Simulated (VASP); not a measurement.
Si3N4:

```xyz
14
Lattice="-3.2374 3.2374 3.2374 3.2374 -3.2374 3.2374 3.2374 3.2374 -3.2374" Properties=species:S:1:pos:R:3 pbc="T T T"
Si    2.4280    3.2374   -1.6187
Si   -1.6187    2.4280    3.2374
Si    0.8093    3.2374    1.6187
Si    1.6187    0.8093    3.2373
Si    3.2374   -1.6187    2.4280
Si    3.2374    1.6187    0.8093
N     1.8220    1.8220    1.8220
N     0.2033   -0.2033    3.0340
N     1.4154    4.6527   -1.4154
N     3.0340    0.2033   -0.2033
N    -1.4154    1.4154    4.6527
N     0.2033    0.2033    0.2033
N     4.6527   -1.4154    1.4154
N    -0.2033    3.0340    0.2033
```

Measurements of this composition are mostly on another form, of space group No. 176.

Base run:

* Program: VASP 6.6.1
* Functional: r2SCAN
* Potentials or basis: VASP PAW PBE potentials, release 64 (Si, N)
* Cutoff: 520 eV
* k mesh: 6 × 6 × 6
* Occupations: fermi-dirac, width 0.02 eV
* Spin: no spin polarisation

Its results: band gap on the k mesh 4.69 eV, indirect (least direct gap 4.87 eV); pressure -4.2 GPa; largest force 0.029 eV/Å.

Problem. The run is repeated on the same cell with these changes: functional from r2SCAN to PBE. What comes out?

Solution. Band gap on the k mesh 4.07 eV, indirect (least direct gap 4.25 eV); pressure 1.6 GPa; largest force 0.016 eV/Å.

r2SCAN gives the wider gap, since meta-GGAs in the generalised Kohn-Sham scheme recover part of the derivative discontinuity.

Caveats: the PAW data sets were made with another functional, which shifts forces and pressure a little (some runs).

A k mesh can miss the band edges.
